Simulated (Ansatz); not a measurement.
A (100) slab of VN (Fm-3m (No. 225)), 6 planes, outer planes VN (top) and VN (bottom), with 12 atoms (V6N6) in a surface cell of A = 8.294 Å², as cut from the bulk:

```
CELL_PARAMETERS angstrom
2.87993 0.00000 0.00000
0.00000 2.87993 0.00000
0.00000 0.00000 25.18210
ATOMIC_POSITIONS crystal
V 0.50000 0.50000 0.29783
N 0.00000 0.00000 0.29783
V 0.00000 0.00000 0.37870
N 0.50000 0.50000 0.37870
V 0.50000 0.50000 0.45957
N 0.00000 0.00000 0.45957
V 0.00000 0.00000 0.54043
N 0.50000 0.50000 0.54043
V 0.50000 0.50000 0.62130
N 0.00000 0.00000 0.62130
V 0.00000 0.00000 0.70217
N 0.50000 0.50000 0.70217
```

Computed with DFT PBEsol, scalar-relativistic, plane waves, PAW in Ansatz 0.2.0. Cutoff 420 eV; k points 12×12×1 on the computed 12-atom cell (Γ-centred); Gaussian smearing, width 0.10 eV; no spin polarisation.

Against the same 12 atoms in the bulk, the slab as cut lies 1.666 eV higher and the relaxed slab 0.916 eV higher.

Problem. Work out the surface energy before and after relaxation.

Solution. The slab has two faces, so γ = (E_slab − N·E_bulk)/(2A), the mean of both. As cut: 1.666/(2 × 8.294) = 0.1004 eV/Å², and 1 eV/Å² = 16.02 J/m², so γ = 1.61 J/m². Relaxed: 0.916/(2 × 8.294) = 0.0552 eV/Å² = 0.88 J/m². Relaxation recovers 45 % of the cost of cutting.

Problem. What is the ideal work of this cut, per area?

Solution. Griffith's ideal work is 2γ: 3.22 J/m² if the new faces stay rigid, 1.77 J/m² if they relax. One thickness was run, 6 planes, so γ can still shift with it.